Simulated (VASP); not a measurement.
# GaSb (F-43m) in VASP: phonons with PBE

Aim: the phonons of GaSb with PBE.

Everything below comes from runs of VASP 6.6.1. Logs are shortened: lines on timing, memory, paths and dates and some standing lists are left out, and cuts for length are marked.

## Step 1: Starting point

Symmetry: F-43m, No. 216, cubic system. Conventional cell: a = 6.118 Å, b = 6.118 Å, c = 6.118 Å, α = 90.00°, β = 90.00°, γ = 90.00°. Around Ga (site symmetry -43m) lie 4 Sb at 2.65 Å. Sb (site symmetry -43m) has 4 Ga at 2.65 Å as nearest neighbours.

## Step 2: Phonons, PBE

Contents of POSCAR:

```
GaSb
1.0
    0.0000000000      3.0590000000      3.0590000000
    3.0590000000      0.0000000000      3.0590000000
    3.0590000000      3.0590000000      0.0000000000
Ga Sb
1 1
Direct
    0.0000000000      0.0000000000      0.0000000000
    0.2500000000      0.2500000000      0.2500000000
```

Contents of INCAR.step1:

```
ALGO     = Normal         # electronic algorithm
EDIFF    = 1E-8           # SCF threshold, eV
EDIFFG   = -0.002         # ionic threshold
ENCUT    = 600            # plane-wave cutoff, eV
GGA      = PE             # functional
IBRION   = 2              # ionic algorithm
ISIF     = 3              # what is computed and relaxed
ISMEAR   = 0              # smearing method
LASPH    = True           # aspherical terms in the spheres
LCHARG   = False          # write CHGCAR
LREAL    = False          # projectors in reciprocal space
LWAVE    = False          # write WAVECAR
NELM     = 80             # most SCF steps
NSW      = 40             # ionic steps
PREC     = Accurate       # precision mode
SIGMA    = 0.1            # smearing width, eV
```

Contents of INCAR.step2:

```
ALGO     = Normal         # electronic algorithm
EDIFF    = 1E-8           # SCF threshold, eV
ENCUT    = 600            # plane-wave cutoff, eV
GGA      = PE             # functional
IBRION   = 6              # ionic algorithm
ISIF     = 2              # what is computed and relaxed
ISMEAR   = 0              # smearing method
LASPH    = True           # aspherical terms in the spheres
LCHARG   = False          # write CHGCAR
LREAL    = False          # projectors in reciprocal space
LWAVE    = False          # write WAVECAR
NELM     = 80             # most SCF steps
NFREE    = 2            
NSW      = 1              # ionic steps
POTIM    = 0.015          # step
PREC     = Accurate       # precision mode
SIGMA    = 0.1            # smearing width, eV
```

Contents of KPOINTS:

```
k-points
0
Gamma
  12 12 12
```

Potentials or basis: VASP PAW PBE potentials, release 64 (Ga_d, Sb).

Launch:

```
cat potpaw_PBE.64/Ga_d/POTCAR potpaw_PBE.64/Sb/POTCAR > POTCAR
cp INCAR.step1 INCAR
mpirun -np 1 vasp_std > vasp.out
cp CONTCAR POSCAR
cp INCAR.step2 INCAR
mpirun -np 1 vasp_std > vasp.out
```

OUTCAR:

```text
EDIFF = 1E-8
   ENCUT = 600
   GGA = PE
   IBRION = 6
   ISIF = 2
   ISMEAR = 0
   LASPH = True
   LREAL = False
   NELM = 80
   NFREE = 2
   NSW = 1
   POTIM = 0.015
   PREC = Accurate

 ion  position               nearest neighbor table
   1  0.000  0.000  0.000-   2 2.69   2 2.69   2 2.69   2 2.69
   2  0.250  0.250  0.250-   1 2.69   1 2.69   1 2.69   1 2.69

  LATTYP: Found a face centered cubic cell.
 ALAT       =     6.2161545256

  Lattice vectors:

 A1 = (   0.0000000000,   3.1080772628,   3.1080772628)
 A2 = (   3.1080772628,   0.0000000000,   3.1080772628)
 A3 = (   3.1080772628,   3.1080772628,   0.0000000000)

Analysis of symmetry for initial positions (statically):
=====================================================================
 Subroutine PRICEL returns:
 Original cell was already a primitive cell.

 Routine SETGRP: Setting up the symmetry group for a
 face centered cubic supercell.

 Subroutine GETGRP returns: Found 24 space group operations
 (whereof 24 operations were pure point group operations)
 out of a pool of 48 trial point group operations.

The static configuration has the point symmetry T_d .

Analysis of symmetry for dynamics (positions and initial velocities):
=====================================================================
 Subroutine PRICEL returns:
 Original cell was already a primitive cell.

 Routine SETGRP: Setting up the symmetry group for a
 face centered cubic supercell.

 Subroutine GETGRP returns: Found 24 space group operations
 (whereof 24 operations were pure point group operations)
 out of a pool of 48 trial point group operations.

The dynamic configuration has the point symmetry T_d .

 Subroutine INISYM returns: Found 24 space group operations
 (whereof 24 operations are pure point group operations),
 and found     1 'primitive' translations

----------------------------------------------------------------------------------------

                                     Primitive cell

  volume of cell :      60.0489

  direct lattice vectors                    reciprocal lattice vectors
     0.000000000  3.108077263  3.108077263    -0.160871162  0.160871162  0.160871162
     3.108077263  0.000000000  3.108077263     0.160871162 -0.160871162  0.160871162
     3.108077263  3.108077263  0.000000000     0.160871162  0.160871162 -0.160871162

  length of vectors
     4.395485018  4.395485018  4.395485018     0.278637026  0.278637026  0.278637026

  position of ions in fractional coordinates (direct lattice)
     0.000000000  0.000000000  0.000000000
     0.250000000  0.250000000  0.250000000

  ion indices of the primitive-cell ions
   primitive index   ion index
                 1           1
                 2           2

----------------------------------------------------------------------------------------

 KPOINTS: k-points

Automatic generation of k-mesh.
 Grid dimensions read from file:
 generate k-points for:   12   12   12

 Generating k-lattice:

  Cartesian coordinates                     Fractional coordinates (reciprocal lattice)
    -0.013405930  0.013405930  0.013405930     0.083333333  0.000000000  0.000000000
     0.013405930 -0.013405930  0.013405930     0.000000000  0.083333333  0.000000000
     0.013405930  0.013405930 -0.013405930     0.000000000  0.000000000  0.083333333

  Length of vectors
     0.023219752  0.023219752  0.023219752

  Shift w.r.t. Gamma in fractional coordinates (k-lattice)
     0.000000000  0.000000000  0.000000000

 Subroutine IBZKPT returns following result:
 ===========================================

 Found     72 irreducible k-points:

 Following reciprocal coordinates:
            Coordinates               Weight
  0.000000  0.000000  0.000000      1.000000
  0.083333  0.000000  0.000000      8.000000
  0.166667  0.000000  0.000000      8.000000
  0.250000  0.000000  0.000000      8.000000
  0.333333  0.000000  0.000000      8.000000
  0.416667  0.000000  0.000000      8.000000
[... 16 lines left out ...]
  0.500000  0.166667  0.000000     24.000000
 -0.416667  0.166667  0.000000     24.000000
 [... further k-points ...]
   k-points           NKPTS =     72   k-points in BZ     NKDIM =     72   number of bands    NBANDS=     13
   number of dos      NEDOS =    301   number of ions     NIONS =      2
   total plane-waves  NPLWV =  46656
   dimension x,y,z NGX =    36 NGY =   36 NGZ =   36
   dimension x,y,z NGXF=    72 NGYF=   72 NGZF=   72
   ions per type =               1   1
   NGX,Y,Z   is equivalent  to a cutoff of  13.62, 13.62, 13.62 a.u.
   NGXF,Y,Z  is equivalent  to a cutoff of  27.23, 27.23, 27.23 a.u.
 SYSTEM =  unknown system
   PREC   = accura    normal or accurate (medium, high low for compatibility)
   ISTART =      0    job   : 0-new  1-cont  2-samecut
   ICHARG =      2    charge: 1-file 2-atom 10-const
   ISPIN  =      1    spin polarized calculation?
   LNONCOLLINEAR =      F non collinear calculations
   LSORBIT =      F    spin-orbit coupling
   LASPH  =      T    aspherical Exc in radial PAW
   ENCUT  =  600.0 eV  44.10 Ry    6.64 a.u.   8.78  8.78  8.78*2*pi/ulx,y,z
   NELM   =     80;   NELMIN=  2; NELMDL=  0     # of ELM steps
   EDIFF  = 0.1E-07   stopping-criterion for ELM
   LREAL  =      F    real-space projection
   EDIFFG = 0.1E-06   stopping-criterion for IOM
   NSW    =     61    number of steps for IOM
   IBRION =      6    ionic relax: 0-MD 1-quasi-New 2-CG
   NFREE  =      2    steps in history (QN), initial steepest desc. (CG)
   ISIF   =      2    stress and relaxation
   ISYM   =      2    0-nonsym 1-usesym 2-fastsym
   POTIM  = 0.0150    time-step for ionic-motion
   TEBEG  =    0.0;   TEEND  =   0.0 temperature during run
   PSTRESS=    0.0 pullay stress
   NELECT =      18.0000    total number of electrons
   NUPDOWN=      -1.0000    fix difference up-down
   EMIN   =  10.00;   EMAX   =-10.00  energy-range for DOS
   EFERMI =   0.00;   METHOD = LEGACY
   ISMEAR =     0;   SIGMA  =   0.10  broadening in eV -4-tet -1-fermi 0-gaus
   EFERMI_NEDOS =   21; number of points for ismear=-14 and -15
   IALGO  =     38    algorithm
   IMIX   =      4    mixing-type and parameters
     AMIX     =   0.40;   BMIX     =  1.00
     AMIX_MAG =   1.60;   BMIX_MAG =  1.00
  volume/ion in A,a.u.               =      30.02       202.62
  Fermi-wavevector in a.u.,A,eV,Ry     =   1.095630  2.070440 16.332499  1.200405
  Thomas-Fermi vector in A             =   2.231957
   LORBIT       =      0    0 simple, 1 ext, 2 COOP (PROOUT), +10 PAW based schemes
   GGA     = PE    functional components
   LHFCALC =     F    Hartree Fock is set to
   AEXX    =    0.0000 exact exchange contribution
   IVDW    =     0    specifies the selected vdW correction
   LEPSILON=     F    determine dielectric tensor
   LRPA    =     F    only Hartree local field effects (RPA)
 finite differences with symmetry
 non-spin polarized calculation
 Gauss-broadening in eV      SIGMA  =   0.10
  energy-cutoff  :      600.00
  volume of cell :       60.05
 maximum number of plane-waves:      2044
   NGX = 17   NGY = 17   NGZ = 17

--------------------------------------- Ionic step        1  -------------------------------------------

 number of electron      17.9999991 magnetization

 Free energy of the ion-electron system (eV)
  ---------------------------------------------------
  ext. energy  EPLUGINS =         0.00000000
  ---------------------------------------------------
  free energy    TOTEN  =        -7.37294027 eV

  energy without entropy =       -7.37280325  energy(sigma->0) =       -7.37287176

------------------------ aborting loop because EDIFF is reached ----------------------------------------

  FORCE on cell =-STRESS in cart. coord.  units (eV):
  Direction    XX          YY          ZZ          XY          YZ          ZX
  --------------------------------------------------------------------------------------
  -------------------------------------------------------------------------------------
  Total        0.0014075      0.0014075      0.0014075      0.0000000     -0.0000000      0.0000000
  in kB        0.0375546      0.0375546      0.0375546      0.0000000     -0.0000000      0.0000000
  external PRESSURE =       0.0375546 kB  Pullay stress =       0.0000000 kB
[... 131 lines left out ...]
--------------------------------------- Ionic step        5  -------------------------------------------

 number of electron      17.9999991 magnetization

 Free energy of the ion-electron system (eV)
  ---------------------------------------------------
  ext. energy  EPLUGINS =         0.00000000
  ---------------------------------------------------
  free energy    TOTEN  =        -7.37213168 eV

  energy without entropy =       -7.37200191  energy(sigma->0) =       -7.37206679

 E-fermi :   4.4521     XC(G=0):  -8.8825

 val. band max:        4.4362696625   @ k =   0.0000   0.0000   0.0000
 cond. band min:       4.6819984928   @ k =   0.0000   0.5000   0.0000
 fundamental gap:      0.2457288303
 Fermi energy:         4.4520510207

 k-point     1 :       0.0000    0.0000    0.0000
  band No.  band energies     occupation
      1     -10.5543      2.00000
      2     -10.5534      2.00000
      3     -10.5525      2.00000
      4     -10.5106      2.00000
      5     -10.5106      2.00000
      6      -6.7613      2.00000
      7       4.0965      2.00000
      8       4.3497      1.85238
      9       4.3938      1.58992
     10       4.4363      1.17661
     11       7.1495      0.00000
     12       7.1813      0.00000
     13       7.2148      0.00000
[... 354 lines left out ...]
  band No.  band energies     occupation
      1     -10.5787      2.00000
      2     -10.5422      2.00000
      3     -10.5414      2.00000
      4     -10.5118      2.00000
      5     -10.5106      2.00000
      6      -5.0689      2.00000
      7      -1.7201      2.00000
      8       1.8206      2.00000
      9       3.0166      2.00000
     10       6.0106      0.00000
     11       8.1352      0.00000
     12       8.9271      0.00000
     13      11.1558      0.00000

 [... further k-points ...]
[... 5 lines left out ...]
  --------------------------------------------------------------------------------------
  -------------------------------------------------------------------------------------
  Total        0.0026277      0.0038812      0.0038812      0.0000000      0.0921305      0.0000000
  in kB        0.0701093      0.1035541      0.1035541      0.0000000      2.4581507      0.0000000
  external PRESSURE =       0.0924059 kB  Pullay stress =       0.0000000 kB
[... 17 lines left out ...]
  FREE ENERGIE OF THE ION-ELECTRON SYSTEM (eV)
  ---------------------------------------------------
  free  energy   TOTEN  =        -7.3721316809 eV

  energy  without entropy=       -7.3720019069  energy(sigma->0) =       -7.37206679

 INTERNAL STRAIN TENSORS FROM DISPLACED ATOMS
 ============================================

 INTERNAL STRAIN TENSOR FOR ION    1 for displacements in x,y,z  (eV/Angst):
          X           Y           Z          XY          YZ          ZX
  --------------------------------------------------------------------------------
  x     0.00000     0.00000     0.00000     0.00000     6.13776     0.00000
  y     0.00000     0.00000     0.00000     0.00000     0.00000     6.13776
  z     0.00000     0.00000     0.00000     6.13776     0.00000     0.00000

 INTERNAL STRAIN TENSOR FOR ION    2 for displacements in x,y,z  (eV/Angst):
          X           Y           Z          XY          YZ          ZX
  --------------------------------------------------------------------------------
  x    -0.00000     0.00000     0.00000     0.00000    -6.13813     0.00000
  y     0.00000    -0.00000     0.00000     0.00000     0.00000    -6.13813
  z     0.00000     0.00000    -0.00000    -6.13813     0.00000     0.00000

 Eigenvectors and eigenvalues of the dynamical matrix
 ----------------------------------------------------

   1 f  =    6.292166 THz    39.534843 2PiTHz  209.884053 cm-1    26.022294 meV
             X         Y         Z           dx          dy          dz
      0.000000  0.000000  0.000000    -0.797017    0.000000    0.000000
      1.554039  1.554039  1.554039     0.603957    0.000000    0.000000
[... 21 lines left out ...]
   6 f/i=    0.004080 THz     0.025632 2PiTHz    0.136078 cm-1     0.016872 meV
             X         Y         Z           dx          dy          dz
      0.000000  0.000000  0.000000     0.000000    0.000000   -0.603957
      1.554039  1.554039  1.554039     0.000000    0.000000   -0.797017

 ELASTIC MODULI CONTR FROM IONIC RELAXATION (kBar)
 Direction    XX          YY          ZZ          XY          YZ          ZX
 --------------------------------------------------------------------------------
 XX          -0.0000     -0.0000     -0.0000     -0.0000     -0.0000     -0.0000
 YY          -0.0000     -0.0000     -0.0000     -0.0000     -0.0000     -0.0000
 ZZ          -0.0000     -0.0000     -0.0000     -0.0000     -0.0000     -0.0000
 XY          -0.0000     -0.0000     -0.0000   -139.9124      0.0000      0.0000
 YZ          -0.0000     -0.0000     -0.0000      0.0000   -139.9124      0.0000
 ZX          -0.0000     -0.0000     -0.0000      0.0000      0.0000   -139.9124
 --------------------------------------------------------------------------------
```

Wall time 5.7 min (1 thread of Intel Xeon 6975P-C (Granite Rapids), shared host); peak memory 0.58 GiB.

What came out:

| Property | Result |
| --- | --- |
| Relaxed volume | 30.02 Å³/atom |
| Relaxed cell | a = 4.395 Å, b = 4.395 Å, c = 4.395 Å, α = 60.00°, β = 60.00°, γ = 60.00° |
| Space group after relaxing (to 0.05 Å) | F-43m (No. 216) |
| Highest phonon frequency at Γ, LO-TO splitting left out | 210 cm⁻¹ |

Step by step:
```
step  energy change (eV)  largest force (eV/Å)  pressure (GPa)  volume (Å³)
   1              0.0000                0.0000            2.40        57.25
   2             -0.0185                0.0000           -0.58        60.87
   3             -0.0200                0.0000            0.00        60.05
```

Final structure:
```
Ga Sb
1.0
     0.00000    3.10808    3.10808
     3.10808    0.00000    3.10808
     3.10808    3.10808    0.00000
Ga Sb
1 1
Direct
  0.00000 0.00000 0.00000
  0.25000 0.25000 0.25000
```

Phonon frequencies in cm⁻¹ (negative: imaginary):
```csv
q point,frequencies
"(0.000, 0.000, 0.000)",0 0 0 210 210 210
```

Spin-orbit coupling is left out, which matters for the levels of Sb.
